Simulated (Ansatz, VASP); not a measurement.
**Sb: VASP beside Ansatz**

File INCAR:

```
PREC = Accurate
ENCUT = 520
EDIFF = 1E-7
ISMEAR = 0
SIGMA = 0.02
LREAL = F
LASPH = T
NELM = 60
ALGO = Normal
ISIF = 2
LWAVE = F
LCHARG = T
GGA = PS
LELF = T
LVHAR = T
NBANDS = 8
```

Contents of KPOINTS:

```
Automatic mesh
0
Gamma
  10 10 10
```

File POSCAR:

```
Sb
1.0
   -1.8713408863      1.8713408863      1.8713408863
    1.8713408863     -1.8713408863      1.8713408863
    1.8713408863      1.8713408863     -1.8713408863
Sb
1
Direct
    0.0000000000      0.0000000000      0.0000000000
```

Contents of input.yaml:

```yaml
crystal:
  lattice:
    - [-1.8713408863, 1.8713408863, 1.8713408863]
    - [1.8713408863, -1.8713408863, 1.8713408863]
    - [1.8713408863, 1.8713408863, -1.8713408863]
  atoms:
    - { symbol: Sb, position: [0.0, 0.0, 0.0] }
kpoints:
  mp_grid: { grid: [10, 10, 10] }
scf:
  occupations: { method: gaussian, width: 0.02 }
hamiltonian:
  xc: pbesol
  pseudopotentials: { kind: all_electron, lapw: { basis_error: 0.001 } }
output:
  forces: true
  stress: true
  eigenvalues: true
```

This isn't the form of Sb at room conditions, which is rhombohedral.

Alike in both runs: task single point; functional PBEsol; k mesh 10 × 10 × 10; occupations gaussian, width 0.02 eV; no spin polarisation.

|  | VASP | Ansatz |
| --- | --- | --- |
| version | VASP 6.6.1 | Ansatz 0.2.0 |
| potentials or method | VASP PAW PBE potentials, release 64 (Sb) | all-electron LAPW, scalar-relativistic |
| plane-wave cutoff (eV) | 520 | see its input |

|  | VASP | Ansatz | Ansatz less VASP |
| --- | --- | --- | --- |
| gap on the k mesh at the Fermi level (eV) | none | none | - |
| pressure (GPa) | 0.0 | 0.0 | +0.01 |

A gap of «none» marks a metal or a gap that the smearing closes. Ansatz ran all-electron here, so the differences hold the error of VASP's frozen core and of both bases.

Caveats: the PAW data sets were made with another functional, which shifts forces and pressure a little (VASP). Spin-orbit coupling is left out, which matters for the levels of Sb.
